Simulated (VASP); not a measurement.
# HgTe (Coloradoite) (F-43m) in VASP: notebook, part 2 of 2

VASP 6.6.1.

## 3. Elastic constants, PBEsol

This run uses another cell than the first one, of 34.58 Å³/atom, 0.939 times its volume.

Contents of POSCAR:

```
HgTe
1.0
    0.0000000000      3.2580088205      3.2580088205
    3.2580088205      0.0000000000      3.2580088205
    3.2580088205      3.2580088205      0.0000000000
  Hg              Te
     1     1
Direct
     0.0000000000000000    0.0000000000000000    0.0000000000000000
     0.2500000000000000    0.2500000000000000    0.2500000000000000
```

Contents of INCAR.step1:

```
SYSTEM = HgTe
  PREC = Accurate
  ENCUT = 600
  EDIFF = 1E-8
  ISMEAR = 0
  SIGMA = 0.03
  LREAL = .FALSE.
  LASPH = .TRUE.
  NELM = 80
  ALGO = Normal
  ISIF = 3
  LWAVE = .FALSE.
  LCHARG = .FALSE.
  GGA = PS
  IBRION = 2
  NSW = 40
  EDIFFG = -0.002
```

Contents of INCAR.step2:

```
SYSTEM = HgTe
  PREC = Accurate
  ENCUT = 600
  EDIFF = 1E-8
  ISMEAR = 0
  SIGMA = 0.03
  LREAL = .FALSE.
  LASPH = .TRUE.
  NELM = 80
  ALGO = Normal
  ISIF = 3
  LWAVE = .FALSE.
  LCHARG = .FALSE.
  GGA = PS
  IBRION = 6
  NFREE = 2
  POTIM = 0.015
  NSW = 1
```

Contents of KPOINTS:

```
regular mesh
0
G
  10 10 10
  0 0 0
```

Potentials or basis: VASP PAW PBE potentials, release 64 (Hg, Te).

On the command line:

```sh
cat potpaw_PBE.64/Hg/POTCAR potpaw_PBE.64/Te/POTCAR > POTCAR
cp INCAR.step1 INCAR
mpirun -np 1 vasp_std > vasp.out
cp CONTCAR POSCAR
cp INCAR.step2 INCAR
mpirun -np 1 vasp_std > vasp.out
```

OUTCAR:

```text
SYSTEM = HgTe
   PREC = Accurate
   ENCUT = 600
   EDIFF = 1E-8
   ISMEAR = 0
   LREAL = .FALSE.
   LASPH = .TRUE.
   NELM = 80
   ISIF = 3
   GGA = PS
   IBRION = 6
   NFREE = 2
   POTIM = 0.015
   NSW = 1

 ion  position               nearest neighbor table
   1  0.000  0.000  0.000-   2 2.82   2 2.82   2 2.82   2 2.82
   2  0.250  0.250  0.250-   1 2.82   1 2.82   1 2.82   1 2.82

  LATTYP: Found a face centered cubic cell.
 ALAT       =     6.5160176410

  Lattice vectors:

 A1 = (   0.0000000000,   3.2580088205,   3.2580088205)
 A2 = (   3.2580088205,   0.0000000000,   3.2580088205)
 A3 = (   3.2580088205,   3.2580088205,   0.0000000000)

Analysis of symmetry for initial positions (statically):
=====================================================================
 Subroutine PRICEL returns:
 Original cell was already a primitive cell.

 Routine SETGRP: Setting up the symmetry group for a
 face centered cubic supercell.

 Subroutine GETGRP returns: Found 24 space group operations
 (whereof 24 operations were pure point group operations)
 out of a pool of 48 trial point group operations.

The static configuration has the point symmetry T_d .

Analysis of symmetry for dynamics (positions and initial velocities):
[... 753 lines left out ...]
  -------------------------------------------------------------------------------------
  Total        0.0039069      0.0054045      0.0054045      0.0000000      0.0730383      0.0000000
  in kB        0.0905027      0.1251921      0.1251921      0.0000000      1.6919003      0.0000000
  external PRESSURE =       0.1136290 kB  Pullay stress =       0.0000000 kB
[... 17 lines left out ...]
  FREE ENERGIE OF THE ION-ELECTRON SYSTEM (eV)
  ---------------------------------------------------
  free  energy   TOTEN  =        -4.3763249958 eV

  energy  without entropy=       -4.3762805720  energy(sigma->0) =       -4.37630278

 INTERNAL STRAIN TENSORS FROM STRAINED CELLS
 ============================================

 INTERNAL STRAIN TENSOR FOR ION    1 for displacements in x,y,z  (eV/Angst):
          X           Y           Z          XY          YZ          ZX
  --------------------------------------------------------------------------------
  x     0.00000    -0.00000    -0.00000     0.00000     4.86590     0.00000
  y    -0.00000     0.00000    -0.00000     0.00000     0.00000     4.86591
  z    -0.00000    -0.00000    -0.00000     4.86607    -0.00000     0.00000

 INTERNAL STRAIN TENSORS FROM DISPLACED ATOMS
 ============================================

 INTERNAL STRAIN TENSOR FOR ION    1 for displacements in x,y,z  (eV/Angst):
          X           Y           Z          XY          YZ          ZX
  --------------------------------------------------------------------------------
  x     0.00000     0.00000     0.00000     0.00000     4.86719     0.00000
  y    -0.00000    -0.00000    -0.00000     0.00000     0.00000     4.86719
  z     0.00000     0.00000     0.00000     4.86719     0.00000     0.00000

 INTERNAL STRAIN TENSOR FOR ION    2 for displacements in x,y,z  (eV/Angst):
          X           Y           Z          XY          YZ          ZX
  --------------------------------------------------------------------------------
  x     0.00000    -0.00000    -0.00000     0.00000    -4.86808     0.00000
  y    -0.00000     0.00000    -0.00000     0.00000     0.00000    -4.86808
  z    -0.00000    -0.00000     0.00000    -4.86808     0.00000     0.00000

 Eigenvectors and eigenvalues of the dynamical matrix
 ----------------------------------------------------

   1 f  =    3.282067 THz    20.621837 2PiTHz  109.477983 cm-1    13.573534 meV
             X         Y         Z           dx          dy          dz
      0.000000  0.000000  0.000000     0.000000    0.623524    0.000000
      1.629004  1.629004  1.629004     0.000000   -0.781804    0.000000
[... 21 lines left out ...]
   6 f/i=    0.000058 THz     0.000365 2PiTHz    0.001936 cm-1     0.000240 meV
             X         Y         Z           dx          dy          dz
      0.000000  0.000000  0.000000     0.000000    0.000000    0.781804
      1.629004  1.629004  1.629004     0.000000    0.000000    0.623524

--------------------------------------------------------------------------------------------------------

 ELASTIC MODULI CONTR FROM IONIC RELAXATION (kBar)
 Direction    XX          YY          ZZ          XY          YZ          ZX
 --------------------------------------------------------------------------------
 XX          -0.0000      0.0000      0.0000     -0.0000      0.0000     -0.0000
 YY           0.0000     -0.0000     -0.0000     -0.0000     -0.0000      0.0000
 ZZ           0.0000     -0.0000     -0.0000      0.0000     -0.0000     -0.0000
 XY          -0.0000     -0.0000      0.0000   -159.6742      0.0000      0.0000
 YZ           0.0000     -0.0000     -0.0000      0.0000   -159.6742      0.0000
 ZX          -0.0000      0.0000     -0.0000      0.0000      0.0000   -159.6742
 --------------------------------------------------------------------------------

 TOTAL ELASTIC MODULI (kBar)
 Direction    XX          YY          ZZ          XY          YZ          ZX
 --------------------------------------------------------------------------------
 XX         526.5471    369.8753    369.8753     -0.0000      0.0000      0.0000
 YY         369.8753    526.5471    369.8753     -0.0000     -0.0000      0.0000
 ZZ         369.8753    369.8753    526.5471      0.0000     -0.0000      0.0000
 XY          -0.0000     -0.0000      0.0000    207.1225      0.0000     -0.0000
 YZ           0.0000     -0.0000     -0.0000      0.0000    207.1225      0.0000
 ZX           0.0000      0.0000      0.0000     -0.0000      0.0000    207.1225
 --------------------------------------------------------------------------------
```

OUTCAR.step1:

```text
SYSTEM = HgTe
   PREC = Accurate
   ENCUT = 600
   EDIFF = 1E-8
   ISMEAR = 0
   LREAL = .FALSE.
   LASPH = .TRUE.
[... 611 lines left out ...]
      0.00000      0.00000      0.00000         0.000000      0.000000      0.000000
      1.62900      1.62900      1.62900        -0.000000     -0.000000      0.000000
 -----------------------------------------------------------------------------------
    total drift:                                0.000000      0.000000      0.000000

  FREE ENERGIE OF THE ION-ELECTRON SYSTEM (eV)
  ---------------------------------------------------
  free  energy   TOTEN  =        -4.3767115351 eV

  energy  without entropy=       -4.3766652564  energy(sigma->0) =       -4.37668840

 reached required accuracy - stopping structural energy minimisation
```

Wall time 38 min (1 thread of Intel Xeon Platinum 8259CL at 2.50GHz (Skylake/Cascade Lake), shared host); peak memory 0.68 GiB.

Results:

```
Elastic constants C11, C12, C44                         : 53, 37, 21 GPa
Voigt bulk modulus                                      : 42 GPa
Highest phonon frequency at Γ, LO-TO splitting left out : 109 cm⁻¹
```

Phonon frequencies in cm⁻¹ (negative: imaginary):
| q point | frequencies |
| --- | --- |
| (0.000, 0.000, 0.000) | 0 0 0 109 109 109 |

Elastic tensor in Voigt notation (GPa, in the Cartesian axes of the cell as first typed):
```
53 37 37  0  0  0
37 53 37  0  0  0
37 37 53  0  0  0
 0  0  0 21  0  0
 0  0  0  0 21  0
 0  0  0  0  0 21
```

Clamped-ion elastic tensor (GPa):
```
53 37 37  0  0  0
37 53 37  0  0  0
37 37 53  0  0  0
 0  0  0 37  0  0
 0  0  0  0 37  0
 0  0  0  0  0 37
```

Caveat: the PAW data sets were made with another functional, which shifts forces and pressure a little.

## 4. Phonons, LDA

This run uses another cell than the first one, of 33.51 Å³/atom, 0.910 times its volume.

Contents of POSCAR:

```
HgTe
1.0
    0.0000000000      3.2241011875      3.2241011875
    3.2241011875      0.0000000000      3.2241011875
    3.2241011875      3.2241011875      0.0000000000
  Hg              Te
     1     1
Direct
     0.0000000000000000    0.0000000000000000    0.0000000000000000
     0.2500000000000000    0.2500000000000000    0.2500000000000000
```

Contents of INCAR.step1:

```
SYSTEM = HgTe
PREC = Accurate
ENCUT = 600
EDIFF = 1E-8
ISMEAR = 0
SIGMA = 0.03
LREAL = .FALSE.
LASPH = .TRUE.
NELM = 80
ALGO = Fast
ISIF = 3
LWAVE = .FALSE.
LCHARG = .FALSE.
IBRION = 2
NSW = 40
EDIFFG = -0.002
```

Contents of INCAR.step2:

```
SYSTEM = HgTe
PREC = Accurate
ENCUT = 600
EDIFF = 1E-8
ISMEAR = 0
SIGMA = 0.03
LREAL = .FALSE.
LASPH = .TRUE.
NELM = 80
ALGO = Fast
ISIF = 2
LWAVE = .FALSE.
LCHARG = .FALSE.
IBRION = 6
NFREE = 2
POTIM = 0.015
NSW = 1
```

Contents of KPOINTS:

```
Automatic mesh
0
G
  10 10 10
  0 0 0
```

Potentials or basis: VASP PAW LDA potentials, release 64 (Hg, Te).

On the command line:

```sh
cat potpaw_LDA.64/Hg/POTCAR potpaw_LDA.64/Te/POTCAR > POTCAR
cp INCAR.step1 INCAR
mpirun -np 1 vasp_std > vasp.out
cp CONTCAR POSCAR
cp INCAR.step2 INCAR
mpirun -np 1 vasp_std > vasp.out
```

OUTCAR:

```text
SYSTEM = HgTe
   PREC = Accurate
   ENCUT = 600
   EDIFF = 1E-8
   ISMEAR = 0
   LREAL = .FALSE.
   LASPH = .TRUE.
   NELM = 80
   ISIF = 2
   IBRION = 6
   NFREE = 2
   POTIM = 0.015
   NSW = 1

 ion  position               nearest neighbor table
   1  0.000  0.000  0.000-   2 2.79   2 2.79   2 2.79   2 2.79
[... 774 lines left out ...]
  x    -0.00000     0.00000     0.00000     0.00000     5.61305     0.00000
  y    -0.00000    -0.00000    -0.00000     0.00000     0.00000     5.61305
  z     0.00000     0.00000    -0.00000     5.61305     0.00000     0.00000

 INTERNAL STRAIN TENSOR FOR ION    2 for displacements in x,y,z  (eV/Angst):
          X           Y           Z          XY          YZ          ZX
  --------------------------------------------------------------------------------
  x     0.00000    -0.00000    -0.00000     0.00000    -5.60851     0.00000
  y    -0.00000    -0.00000    -0.00000     0.00000     0.00000    -5.60851
  z    -0.00000    -0.00000     0.00000    -5.60851     0.00000     0.00000

 Eigenvectors and eigenvalues of the dynamical matrix
 ----------------------------------------------------

   1 f  =    3.499342 THz    21.987012 2PiTHz  116.725473 cm-1    14.472108 meV
             X         Y         Z           dx          dy          dz
      0.000000  0.000000  0.000000     0.000000    0.000000   -0.623733
      1.612051  1.612051  1.612051     0.000000   -0.000000    0.781637
[... 21 lines left out ...]
   6 f/i=    0.000875 THz     0.005495 2PiTHz    0.029174 cm-1     0.003617 meV
             X         Y         Z           dx          dy          dz
      0.000000  0.000000  0.000000     0.080829    0.762447   -0.151980
      1.612051  1.612051  1.612051     0.064500    0.608420   -0.121277

 ELASTIC MODULI CONTR FROM IONIC RELAXATION (kBar)
 Direction    XX          YY          ZZ          XY          YZ          ZX
 --------------------------------------------------------------------------------
 XX          -0.0000      0.0000      0.0000     -0.0000      0.0000      0.0000
 YY           0.0000     -0.0000     -0.0000     -0.0000     -0.0000      0.0000
 ZZ           0.0000     -0.0000     -0.0000      0.0000     -0.0000      0.0000
 XY          -0.0000     -0.0000      0.0000   -192.5510      0.0000      0.0000
 YZ           0.0000     -0.0000     -0.0000      0.0000   -192.5510      0.0000
 ZX           0.0000      0.0000      0.0000      0.0000      0.0000   -192.5510
 --------------------------------------------------------------------------------
```

OSZICAR.step1:

```text
N       E                     dE             d eps       ncg     rms          rms(c)
DAV:   1     0.116222399247E+03    0.11622E+03   -0.86955E+03  1222   0.134E+03
DAV:   2    -0.152645163527E+00   -0.11638E+03   -0.10979E+03  1317   0.279E+02
DAV:   3    -0.521421485380E+01   -0.50616E+01   -0.50137E+01  1527   0.603E+01
DAV:   4    -0.526795560070E+01   -0.53741E-01   -0.53726E-01  1620   0.572E+00
DAV:   5    -0.526829786474E+01   -0.34226E-03   -0.34226E-03  1530   0.375E-01    0.778E+00
RMM:   6    -0.505693805120E+01    0.21136E+00   -0.51917E-01  1222   0.590E+00    0.581E+00
RMM:   7    -0.504147159960E+01    0.15466E-01   -0.87818E-02  1222   0.168E+00    0.211E+00
RMM:   8    -0.503834122288E+01    0.31304E-02   -0.62139E-03  1230   0.815E-01    0.300E-01
RMM:   9    -0.503825352031E+01    0.87703E-04   -0.86048E-04  1230   0.243E-01    0.697E-02
RMM:  10    -0.503826879220E+01   -0.15272E-04   -0.15800E-04  1268   0.996E-02    0.301E-02
RMM:  11    -0.503827090383E+01   -0.21116E-05   -0.19619E-05  1224   0.459E-02    0.317E-02
RMM:  12    -0.503827054980E+01    0.35403E-06   -0.62762E-06  1268   0.289E-02    0.375E-03
RMM:  13    -0.503827068117E+01   -0.13137E-06   -0.10267E-06  1225   0.953E-03    0.631E-03
RMM:  14    -0.503827063339E+01    0.47781E-07   -0.19840E-07  1216   0.367E-03    0.423E-03
RMM:  15    -0.503827063786E+01   -0.44704E-08   -0.51709E-08  1086   0.211E-03
   1 F= -.50382706E+01 E0= -.50382475E+01  d E =-.503827E+01
```

Run time: 2.9 min. Hardware: 1 thread of Intel Xeon 6975P-C (Granite Rapids), shared host; peak memory 0.43 GiB.

What came out:

```
Highest phonon frequency at Γ, LO-TO splitting left out : 117 cm⁻¹
```

Phonon frequencies in cm⁻¹ (negative: imaginary):
| q point | frequencies |
| --- | --- |
| (0.000, 0.000, 0.000) | 0 0 0 117 117 117 |

Spin-orbit coupling is left out, which matters for the levels of Hg, Te.
